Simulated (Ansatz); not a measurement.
The system is Te2Mo.

```
Te Mo
1.0
     6.34645    0.00000    0.00000
     0.00000    3.49422    0.00000
    -0.54903    0.00000   14.85616
Te Mo
8 4
Direct
  0.06309 0.50000 0.40139
  0.93626 0.00000 0.59892
  0.56720 0.00000 0.36206
  0.43254 0.50000 0.63827
  0.09105 0.00000 0.13792
  0.90945 0.50000 0.86175
  0.58109 0.50000 0.09855
  0.41935 0.00000 0.90115
  0.31969 0.00000 0.50683
  0.67978 0.50000 0.49352
  0.18149 0.50000 0.00653
  0.81900 0.00000 0.99309
```

The cell is a database's computed one.

| Item | Value |
| --- | --- |
| Program | Ansatz 0.2.0 |
| Task | relaxation of cell and atoms |
| Functional | RPBE |
| Dispersion | D3(BJ) |
| Potentials or basis | Ansatz PAW |
| Cutoff | 420 eV (not typed: the program's choice for these potentials) |
| k mesh | 3 × 6 × 2 |
| Occupations | fermi-dirac, width 0.05 eV |
| Spin | no spin polarisation |

At the start: volume 27.45 Å³/atom.

**Question.** How do energy, volume and symmetry change on relaxing?

**Answer.** It ends after 11 steps and the volume is 18.88 Å³/atom (-31.2 %); space group P2_1/m (No. 11, to 0.05 Å).

The path:
| step | energy change (eV) | largest force (eV/Å) | volume (Å³) |
| --- | --- | --- | --- |
| 1 | 0.0000 | 1.1872 | 329.45 |
| 2 | -2.8562 | 1.5323 | 292.73 |
| 3 | -4.3494 | 0.8707 | 267.27 |
| 4 | -5.5413 | 0.6956 | 244.30 |
| 5 | -6.2094 | 0.4550 | 232.28 |
| 6 | -6.6753 | 0.4468 | 227.95 |
| 7 | -6.8140 | 0.3381 | 226.98 |
| 8 | -6.8466 | 0.0487 | 226.50 |
| 9 | -6.8479 | 0.0118 | 226.54 |
| 10 | -6.8480 | 0.0031 | 226.57 |
| 11 | -6.8317 | 0.0027 | 226.57 |

Final structure:
```xyz
12
Lattice="5.9421 0.0000 -0.2408 0.0000 3.1621 0.0000 -1.0777 0.0000 12.1022" Properties=species:S:1:pos:R:3 pbc="T T T"
Te   -0.2301    1.5810    4.6104
Te    5.0946    0.0000    7.2510
Te    2.8476    0.0000    3.8668
Te    2.0168    1.5810    7.9945
Te    0.4207    0.0000    2.0454
Te    4.4437    1.5810    9.8160
Te    3.4575    1.5810    1.2904
Te    1.4069    0.0000   10.5710
Mo    1.3319    0.0000    6.0280
Mo    3.5325    1.5810    5.8333
Mo    1.1085    1.5810    0.0839
Mo    3.7559    0.0000   11.7775
```

Caveat: the volume moved by over 15 % at a fixed basis, so the end points are rough; the plane-wave basis is chosen anew once the cell has moved, so the energies of steps on either side of that aren't comparable; the PAW data sets come from PBE, with cores solved anew for the run's functional, which leaves a small shift of forces and pressure.
